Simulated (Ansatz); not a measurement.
Bulk crystal (Sn) after relaxation:

```
CELL_PARAMETERS angstrom
-1.74054 1.74054 2.30932
1.74054 -1.74054 2.30932
1.74054 1.74054 -2.30932
ATOMIC_POSITIONS crystal
Sn 0.00000 0.00000 0.00000
```

Miller indices refer to the conventional cell of I4/mmm (No. 139), a = 3.481 Å, b = 3.481 Å, c = 4.619 Å, α = 90.00°, β = 90.00°, γ = 90.00°.

The (110) slab of 5 planes, 9.8 Å thick with 15 Å of vacuum as cut; outer planes Sn (top) and Sn (bottom).

Theory: Ansatz, DFT PBE, scalar-relativistic, plane waves, PAW. Settings: cutoff 420 eV, Γ-centred mesh 10×10×1 on the computed 5-atom cell, Gaussian smearing of 0.10 eV; no spin polarisation. A dipole correction removes the field between periodic images along c.

The slab's middle planes relax by over 3 % too, so it holds no bulk-like region.

Results for the relaxed slab:

For the relaxed slab, the surface energy (mean of both faces) is 0.37 J/m² and the work function is 4.09 eV.

Relaxation lowers the energy by 0.029 J/m² a face; the largest move is 0.101 Å.

```json
{"plane (bottom to top)": "1", "atoms": "Sn", "spacing to next, bulk (Å)": "2.461", "relaxed (Å)": "2.289", "change (%)": "-7.0"}
{"plane (bottom to top)": "2", "atoms": "Sn", "spacing to next, bulk (Å)": "2.461", "relaxed (Å)": "2.563", "change (%)": "+4.1"}
{"plane (bottom to top)": "3", "atoms": "Sn", "spacing to next, bulk (Å)": "2.461", "relaxed (Å)": "2.563", "change (%)": "+4.1"}
{"plane (bottom to top)": "4", "atoms": "Sn", "spacing to next, bulk (Å)": "2.461", "relaxed (Å)": "2.289", "change (%)": "-7.0"}
{"plane (bottom to top)": "5", "atoms": "Sn", "spacing to next, bulk (Å)": "", "relaxed (Å)": "", "change (%)": ""}
```

The reference crystal is a form of Sn, which isn't its usual structure.